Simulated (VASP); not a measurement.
# C2H6 in VASP: further runs

The runs below take C2H6 through single point, with optB86b-vdW, rev-vdW-DF2, LDA, PBEsol.

All numbers are computed with VASP 6.6.1; they aren't measurements. Logs are shortened: lines on timing, memory, paths and dates and some standing lists are left out, and cuts for length are marked.

## 1. Starting point

The cell holds a molecule in a box, 8 atoms: a = 13.084 Å, b = 13.584 Å, c = 14.084 Å, α = 90.00°, β = 90.00°, γ = 90.00°.

## 2. Single point, optB86b-vdW

INCAR

```
PREC = Accurate
ENCUT = 400
EDIFF = 1E-6
ISMEAR = 0
SIGMA = 0.01
LREAL = False
LASPH = True
NELM = 80
ALGO = Normal
ISIF = 2
LWAVE = False
LCHARG = False
GGA = MK
LUSE_VDW = True
AGGAC = 0.0
PARAM1 = 0.1234
PARAM2 = 1.0
NBANDS = 17
ISYM = 0
```

KPOINTS

```
Automatic mesh
0
Gamma
  1 1 1
```

POSCAR

```
H3C                                     
1.0
   13.0840340850      0.0000000000      0.0000000000
    0.0000000000     13.5840340850      0.0000000000
    0.0000000000      0.0000000000     14.0840340850
  C               H             
     2     6
Selective dynamics
Direct
     0.5570134924999977    0.5127778825000036    0.5059189571000005   F   F   F
     0.4426308669913304    0.4945297837347574    0.4940493742662621   T   T   T
     0.5739209312434180    0.5510391182086894    0.5729630531916302   T   T   T
     0.6004582580339786    0.4434257698885968    0.5062483197544960   T   T   T
     0.5876875535384635    0.5583983893089022    0.4479938677832370   T   T   T
     0.4121626382587333    0.4488865039124454    0.5520661094625117   T   T   T
     0.4259463346976721    0.4562611605525146    0.4269380359640160   T   T   T
     0.3993767820835074    0.5640020758475355    0.4937415854468255   T   T   T
```

Potentials or basis: VASP PAW PBE potentials, release 64 (C, H).

Run with:

```console
> cat potpaw_PBE.64/C/POTCAR potpaw_PBE.64/H/POTCAR > POTCAR
> mpirun -np 4 vasp_gam > vasp.out
```

OUTCAR:

```text
PREC = Accurate
   ENCUT = 400
   EDIFF = 1E-6
   ISMEAR = 0
   LREAL = False
   LASPH = True
   NELM = 80
   ISIF = 2
   GGA = MK
   ISYM = 0

 ion  position               nearest neighbor table
   1  0.557  0.513  0.506-   4 1.10   5 1.10   3 1.10   2 1.53
   2  0.443  0.495  0.494-   8 1.10   6 1.10   7 1.10   1 1.53
   3  0.574  0.551  0.573-   1 1.10
   4  0.600  0.443  0.506-   1 1.10
   5  0.588  0.558  0.448-   1 1.10
   6  0.412  0.449  0.552-   2 1.10
   7  0.426  0.456  0.427-   2 1.10
   8  0.399  0.564  0.494-   2 1.10

IMPORTANT INFORMATION: All symmetrisations will be switched off!
NOSYMM: (Re-)initialisation of all symmetry stuff for point group C_1.

----------------------------------------------------------------------------------------

                                     Primitive cell

  volume of cell :    2503.2112

  direct lattice vectors                    reciprocal lattice vectors
    13.084034085  0.000000000  0.000000000     0.076429027  0.000000000  0.000000000
     0.000000000 13.584034085  0.000000000     0.000000000  0.073615834  0.000000000
     0.000000000  0.000000000 14.084034085     0.000000000  0.000000000  0.071002384

  length of vectors
    13.084034085 13.584034085 14.084034085     0.076429027  0.073615834  0.071002384

  position of ions in fractional coordinates (direct lattice)
     0.557013492  0.512777883  0.505918957
     0.442630867  0.494529784  0.494049374
     0.573920931  0.551039118  0.572963053
     0.600458258  0.443425770  0.506248320
     0.587687554  0.558398389  0.447993868
     0.412162638  0.448886504  0.552066109
     0.425946335  0.456261161  0.426938036
     0.399376782  0.564002076  0.493741585

  ion indices of the primitive-cell ions
   primitive index   ion index
                 1           1
                 2           2
                 3           3
                 4           4
                 5           5
                 6           6
                 7           7
                 8           8

----------------------------------------------------------------------------------------

 KPOINTS: Automatic mesh

Automatic generation of k-mesh.
 Grid dimensions read from file:
 generate k-points for:    1    1    1

 Generating k-lattice:

  Cartesian coordinates                     Fractional coordinates (reciprocal lattice)
     0.076429027  0.000000000  0.000000000     1.000000000  0.000000000  0.000000000
     0.000000000  0.073615834  0.000000000     0.000000000  1.000000000  0.000000000
     0.000000000  0.000000000  0.071002384     0.000000000  0.000000000  1.000000000

  Length of vectors
     0.076429027  0.073615834  0.071002384

  Shift w.r.t. Gamma in fractional coordinates (k-lattice)
     0.000000000  0.000000000  0.000000000

 Subroutine IBZKPT returns following result:
 ===========================================

 Found      1 irreducible k-points:

 Following reciprocal coordinates:
            Coordinates               Weight
  0.000000  0.000000  0.000000      1.000000
   k-points           NKPTS =      1   k-points in BZ     NKDIM =      1   number of bands    NBANDS=     20
   number of dos      NEDOS =    301   number of ions     NIONS =      8
   total plane-waves  NPLWV = 777600
   dimension x,y,z NGX =    90 NGY =   90 NGZ =   96
   dimension x,y,z NGXF=   180 NGYF=  180 NGZF=  192
   ions per type =               2   6
   NGX,Y,Z   is equivalent  to a cutoff of  11.44, 11.01, 11.33 a.u.
   NGXF,Y,Z  is equivalent  to a cutoff of  22.87, 22.03, 22.66 a.u.
 SYSTEM =  unknown system
   PREC   = accura    normal or accurate (medium, high low for compatibility)
   ISTART =      0    job   : 0-new  1-cont  2-samecut
   ICHARG =      2    charge: 1-file 2-atom 10-const
   ISPIN  =      1    spin polarized calculation?
   LNONCOLLINEAR =      F non collinear calculations
   LSORBIT =      F    spin-orbit coupling
   LASPH  =      T    aspherical Exc in radial PAW
   ENCUT  =  400.0 eV  29.40 Ry    5.42 a.u.  21.34 22.15 22.97*2*pi/ulx,y,z
   NELM   =     80;   NELMIN=  2; NELMDL= -5     # of ELM steps
   EDIFF  = 0.1E-05   stopping-criterion for ELM
   LREAL  =      F    real-space projection
   EDIFFG = 0.1E-04   stopping-criterion for IOM
   NSW    =      0    number of steps for IOM
   IBRION =     -1    ionic relax: 0-MD 1-quasi-New 2-CG
   NFREE  =      0    steps in history (QN), initial steepest desc. (CG)
   ISIF   =      2    stress and relaxation
   ISYM   =      0    0-nonsym 1-usesym 2-fastsym
   POTIM  = 0.5000    time-step for ionic-motion
   TEBEG  =    0.0;   TEEND  =   0.0 temperature during run
   PSTRESS=    0.0 pullay stress
   NELECT =      14.0000    total number of electrons
   NUPDOWN=      -1.0000    fix difference up-down
   EMIN   =  10.00;   EMAX   =-10.00  energy-range for DOS
   EFERMI =   0.00;   METHOD = LEGACY
   ISMEAR =     0;   SIGMA  =   0.01  broadening in eV -4-tet -1-fermi 0-gaus
   EFERMI_NEDOS =   21; number of points for ismear=-14 and -15
   IALGO  =     38    algorithm
   IMIX   =      4    mixing-type and parameters
     AMIX     =   0.40;   BMIX     =  1.00
     AMIX_MAG =   1.60;   BMIX_MAG =  1.00
  volume/ion in A,a.u.               =     312.90      2111.56
  Fermi-wavevector in a.u.,A,eV,Ry     =   0.290593  0.549141  1.148934  0.084444
  Thomas-Fermi vector in A             =   1.149467
   LORBIT       =      0    0 simple, 1 ext, 2 COOP (PROOUT), +10 PAW based schemes
   GGA     = MK    functional components
   LHFCALC =     F    Hartree Fock is set to
   AEXX    =    0.0000 exact exchange contribution
   IVDW_NL    =     1    kernel type
   BPARAM     = 6.3000
   IVDW    =     0    specifies the selected vdW correction
   LEPSILON=     F    determine dielectric tensor
   LRPA    =     F    only Hartree local field effects (RPA)
 non-spin polarized calculation
 Gauss-broadening in eV      SIGMA  =   0.01
  energy-cutoff  :      400.00
  volume of cell :     2503.21
 maximum number of plane-waves:     22732
 NGX is ok and might be reduce to    90
   NGX = 43   NGY = 45   NGZ = 45

 number of electron      14.0000005 magnetization

 Free energy of the ion-electron system (eV)
  ---------------------------------------------------
  ext. energy  EPLUGINS =         0.00000000
  ---------------------------------------------------
  free energy    TOTEN  =       -37.34870601 eV

  energy without entropy =      -37.34870601  energy(sigma->0) =      -37.34870601

 E-fermi :  -8.0021     XC(G=0):  -0.6441

 val. band max:       -8.0727107381   @ k =   0.0000   0.0000   0.0000
 cond. band min:      -0.7296610986   @ k =   0.0000   0.0000   0.0000
 fundamental gap:      7.3430496395
 Fermi energy:        -8.0020849654

 k-point     1 :       0.0000    0.0000    0.0000
  band No.  band energies     occupation
      1     -18.4216      2.00000
      2     -14.9139      2.00000
      3     -10.4308      2.00000
      4     -10.4304      2.00000
      5      -8.8499      2.00000
      6      -8.0732      2.00000
[... 11 lines left out ...]
     18       1.0814      0.00000
     19       1.0884      0.00000
 [bands above 19 left out]

------------------------ aborting loop because EDIFF is reached ----------------------------------------

  FORCE on cell =-STRESS in cart. coord.  units (eV):
  Direction    XX          YY          ZZ          XY          YZ          ZX
  --------------------------------------------------------------------------------------
  -------------------------------------------------------------------------------------
  Total       -0.6369704     -0.5203371     -0.5188964     -0.0233014     -0.0034502     -0.0151172
  in kB       -0.4076921     -0.3330411     -0.3321190     -0.0149140     -0.0022083     -0.0096758
  external PRESSURE =      -0.3576174 kB  Pullay stress =       0.0000000 kB

 VOLUME and BASIS-vectors are now :
 -----------------------------------------------------------------------------
  energy-cutoff  :      400.00
  volume of cell :     2503.21
      direct lattice vectors                 reciprocal lattice vectors
    13.084034085  0.000000000  0.000000000     0.076429027  0.000000000  0.000000000
     0.000000000 13.584034085  0.000000000     0.000000000  0.073615834  0.000000000
     0.000000000  0.000000000 14.084034085     0.000000000  0.000000000  0.071002384

 POSITION                                       TOTAL-FORCE (eV/Angst)
 -----------------------------------------------------------------------------------
      7.28798      6.96559      7.12538         0.017891      0.003321      0.002274
      5.79140      6.71771      6.95821         0.020311     -0.000160     -0.001630
      7.50920      7.48533      8.06963        -0.012458      0.025412      0.051146
      7.85642      6.02351      7.13002         0.007097     -0.057822     -0.002712
      7.68932      7.58530      6.30956        -0.002383      0.031256     -0.049267
      5.39275      6.09769      7.77532        -0.010424     -0.025396      0.035654
      5.57310      6.19787      6.01301        -0.001981     -0.019187     -0.036542
      5.22546      7.66142      6.95387        -0.018053      0.042576      0.001077
 -----------------------------------------------------------------------------------
    total drift:                                0.000090     -0.000247      0.000091

  FREE ENERGIE OF THE ION-ELECTRON SYSTEM (eV)
  ---------------------------------------------------
  free  energy   TOTEN  =       -37.3487060118 eV

  energy  without entropy=      -37.3487060118  energy(sigma->0) =      -37.34870601

Total vdW correction in eV:      3.3282517
```

It took 4.8 min on 4 MPI ranks of AMD EPYC 9R14 (Zen 4), shared host; peak memory 1.3 GiB.

What came out:

| Property | Result |
| --- | --- |
| Free energy | -37.3487 eV |
| Largest force | 0.058 eV/Å |
| Gap between the frontier levels | 7.34 eV |

Forces in eV/Å, atoms in the order of the input:
```
C    0.018  0.003  0.002
C    0.020  0.000 -0.002
H   -0.012  0.025  0.051
H    0.007 -0.058 -0.003
H   -0.002  0.031 -0.049
H   -0.010 -0.025  0.036
H   -0.002 -0.019 -0.037
H   -0.018  0.043  0.001
```

Caveat: the cutoff is under 1.25 times the usual one of these potentials, so pressure, stress and relaxed cells hold a basis-set (Pulay) error; the PAW data sets were made with another functional, which shifts forces and pressure a little.

(Part 1 of 2 ends here.)
